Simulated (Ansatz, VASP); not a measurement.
**C in VASP and in Ansatz**

INCAR

```
  PREC = Accurate
  ENCUT = 520
  EDIFF = 1E-6
  ISMEAR = 0
  SIGMA = 0.03
  LREAL = F
  LASPH = T
  NELM = 80
  ALGO = Normal
  ISIF = 2
  LWAVE = F
  LCHARG = F
  GGA = CA
  NBANDS = 11
```

Contents of KPOINTS:

```
regular mesh
0
Gamma
  16 16 16
```

Contents of POSCAR:

```
C
1.0
    0.0000000000      2.1801502710      3.4101454216
    1.2594682072      0.0000000000      3.4101454216
    1.2594682072      2.1801502710      0.0000000000
C
2
Direct
    0.1667065656      0.8332934344      0.1667065656
    0.8332934344      0.1667065656      0.8332934344
```

Input for Ansatz:

```yaml
crystal:
  lattice:
    - [0.0, 2.180150271, 3.4101454216]
    - [1.2594682072, 0.0, 3.4101454216]
    - [1.2594682072, 2.180150271, 0.0]
  atoms:
    - { symbol: C, position: [0.1667065656, 0.8332934344, 0.1667065656] }
    - { symbol: C, position: [0.8332934344, 0.1667065656, 0.8332934344] }
basis:
  ecutwfc: 420
kpoints:
  mp_grid: { grid: [16, 16, 16] }
hamiltonian:
  xc: lda
scf:
  occupations: { method: gaussian, width: 0.03 }
output:
  forces: true
  stress: true
  eigenvalues: true
```

Change from the starting cell: strain +0.030 along x and y, +0.015 along z, atoms carried along.

Alike in both runs: task single point; functional LDA; k mesh 16 × 16 × 16; occupations gaussian, width 0.03 eV; no spin polarisation.

|  | VASP | Ansatz |
| --- | --- | --- |
| version | VASP 6.6.1 | Ansatz 0.2.0 |
| potentials or method | VASP PAW LDA potentials, release 64 (C) | scalar-relativistic, plane waves, PAW |
| plane-wave cutoff (eV) | 520 | 420 |
| valence electrons in the cell | 8 | 8 |

Ansatz gave:

| Quantity | Value |
| --- | --- |
| gap on the k mesh at the Fermi level (eV) | 0.18 |
| least direct gap on the mesh (eV) | 0.21 |
| pressure (GPa) | -22.1 |
| largest component of the traceless stress (GPa) | 22.04 |
| rms of the force components (eV/Å) | 0.014 |

**Question.** Which values does VASP return?

**Answer.** gap on the k mesh at the Fermi level (eV): 0.18; least direct gap on the mesh (eV): 0.21; pressure (GPa): -21.4; largest component of the traceless stress (GPa): 21.22; rms of the force components (eV/Å): 0.014.

Atom by atom the forces differ by 0.000 eV/Å (rms over components).

Caveats: so large a pressure means that the cell lies far from this level's equilibrium, or that cutoff or potentials fall short (VASP).
